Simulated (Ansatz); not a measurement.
## Compressing Au: a fit and a missing row

Au, P6_3/mmc, a = 2.917 Å, c = 4.890 Å. This isn't the element's structure at ambient conditions. Ansatz: PBE, PAW, 420 eV, Γ-centred 18×18×10 mesh on 2 atoms, Gaussian smearing 0.10 eV; no spin polarisation. Shape and atoms are relaxed at each volume; pressure is positive in compression.

```
V (Å³/atom) P (GPa)
     15.855    25.26
     16.395        ?
     16.936    10.04
     17.476     4.50
     18.017     0.00
     18.557    -3.66
     19.098    -6.63
     19.818    -9.67
```

Task: Take V0 = 18.017 Å³/atom, fit the third-order Birch–Murnaghan form to the other rows, and predict the missing pressure.

Result: With the Eulerian strain f = ½[(V0/V)^(2/3) − 1] and y = P/[3f(1 + 2f)^(5/2)], the form is the line y = B0 + 1.5 B0 (B0′ − 4) f. Rows (f, y): 0.04448, 153.0; 0.02106, 143.3; 0.01027, 138.8; -0.00975, 131.4; -0.01905, 127.8; -0.03077, 122.8. Means f = 0.002707, y = 136.18; Σ(Δf)² = 0.003888, ΣΔfΔy = 1.543; the slope is their ratio. y = 135.1 + 396.8 f GPa, so B0 = 135.1 GPa and B0′ = 4 + 2 × (396.8)/(3 × 135.1) = 5.96. At V = 16.395, f = 0.03246, y = 147.98 and P = 16.86 GPa. The run gave 16.87 GPa, so the fit is 0.01 GPa too low, within the rms miss on the fitted rows (0.02 GPa).

Spin–orbit coupling is left out, which can shift energies with elements as heavy as these.